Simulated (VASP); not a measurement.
Crystal: ZrB2.

```xyz
3
Lattice="3.1700 0.0000 0.0000 -1.5850 2.7453 0.0000 0.0000 0.0000 3.5330" Properties=species:S:1:pos:R:3 pbc="T T T"
Zr    0.0000    0.0000    0.0000
B     1.5850    0.9151    1.7665
B     0.0000    1.8302    1.7665
```

Program: VASP 6.6.1. Alike in all runs: task single point; potentials or basis VASP PAW PBE potentials, release 64 (Zr_sv, B); cell as given; k mesh 10 × 10 × 8; cutoff (eV) 520.

Q: Order these runs on this cell by their pressure, lowest first.
A. level revPBE+D4; spin non-collinear, zero start, SOC; smearing methfessel-paxton 0.1 eV
B. level r2SCAN+D3(BJ)+U; spin off; U Zr d U = 4.0 eV; smearing gaussian 0.01 eV
C. level PBE; spin off; smearing fermi-dirac 0.05 eV

A: A (-7.3 GPa), C (0.9 GPa), B (7.4 GPa).

Caveats: the PAW data sets were made with another functional, which shifts forces and pressure a little (some runs); U without spin polarisation on a metal has little footing (some runs); pairwise dispersion overbinds metals, which lowers pressure and volume (some runs); the U is typed as a test and isn't derived for this compound (some runs).

Not every run made on this cell is shown here.
